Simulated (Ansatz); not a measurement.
# WC (Qusongite) under changes of volume

One of the cells (10.376 Å³/atom); the others are scaled copies at fixed shape and fractional positions:

```
W C
1.0
     2.90650    0.00000    0.00000
    -1.45325    2.51710    0.00000
     0.00000    0.00000    2.83660
W C
1 1
Direct
  0.00000 0.00000 0.00000
  0.66667 0.33333 0.50000
```

| Property | Result |
| --- | --- |
| Program | Ansatz 0.2.0 |
| Functional | LDA |
| Potentials or basis | all-electron LAPW, scalar-relativistic |
| Cutoff | 335 eV (chosen from the basis error) |
| Basis error allowed | 0.001 eV/atom |
| k mesh | 10 × 10 × 9 |
| Occupations | fermi-dirac, width 0.05 eV |
| Spin | no spin polarisation |

```tsv
volume (Å³/atom)	energy over the lowest point (meV/atom)	pressure (GPa)
9.754	?	?
9.961	3.61	7.3
10.169	0.00	-1.7
10.376	7.46	-9.7
10.584	24.88	-17.0
10.791	51.23	-23.5
10.999	85.59	-29.4
```

What does the run at 9.754 Å³/atom give?

Energy over the lowest point 19.53 meV/atom; pressure 17.3 GPa.

Worked out: A Birch-Murnaghan fit of order 3 (a polynomial in V^(-2/3)) to the other rows has its minimum at 10.13 Å³/atom with B0 = V·E''(V) = 427 GPa and B' = 4.4 at fixed shape and positions, which overstates the stiffness. It gives 19.58 meV/atom at 9.754 Å³/atom, against the run's 19.53, and -dE/dV = 17.5 GPa, against 17.3.

Energies are extrapolated to zero smearing.
